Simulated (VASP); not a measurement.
Set up this calculation in VASP 6.6.1, as the native input.

```
Task                   : single point
Functional             : PBEsol
Potentials or basis    : VASP PAW PBE potentials, release 64 (Sb)
Cutoff                 : 520 eV
k mesh                 : 12 × 12 × 12
Occupations            : fermi-dirac, width 0.1 eV
Spin                   : no spin polarisation
Dipole correction      : no
Further INCAR settings : ALGO = Normal; EDIFF = 1e-07; NBANDS = 8
```

The structure of Sb lies in POSCAR:

```
Sb
1.0
    3.0996076551      0.0000000000      0.0000000000
    0.0000000000      3.0996076551      0.0000000000
    0.0000000000      0.0000000000      3.0996076551
Sb
1
Direct
    0.0000000000      0.0000000000      0.0000000000
```

This isn't the form of Sb at room conditions, which is rhombohedral.

One way to write it, as run:

INCAR

```
SYSTEM = Sb
PREC = Accurate
ENCUT = 520
EDIFF = 1E-7
ISMEAR = -1
SIGMA = 0.1
LREAL = .FALSE.
LASPH = .TRUE.
NELM = 100
ALGO = Normal
ISIF = 2
LWAVE = .FALSE.
LCHARG = .TRUE.
GGA = PS
LELF = .TRUE.
LVHAR = .TRUE.
NBANDS = 8
```

KPOINTS

```
regular mesh
0
G
  12 12 12
  0 0 0
```

Potentials or basis: VASP PAW PBE potentials, release 64 (Sb).

Launch:

```sh
$ cat potpaw_PBE.64/Sb/POTCAR > POTCAR
$ mpirun -np 1 vasp_std > vasp.out
```

It gave:

```json
{"Pressure": "-1.9 GPa", "Band gap on the k mesh": "none (metal or under the smearing width)"}
```

Caveat: the PAW data sets were made with another functional, which shifts forces and pressure a little.

Wall time 14 s on 1 thread of AMD EPYC 7R43 64-Core Processor (Zen 3), with other jobs on the host, peak memory 0.11 GiB.
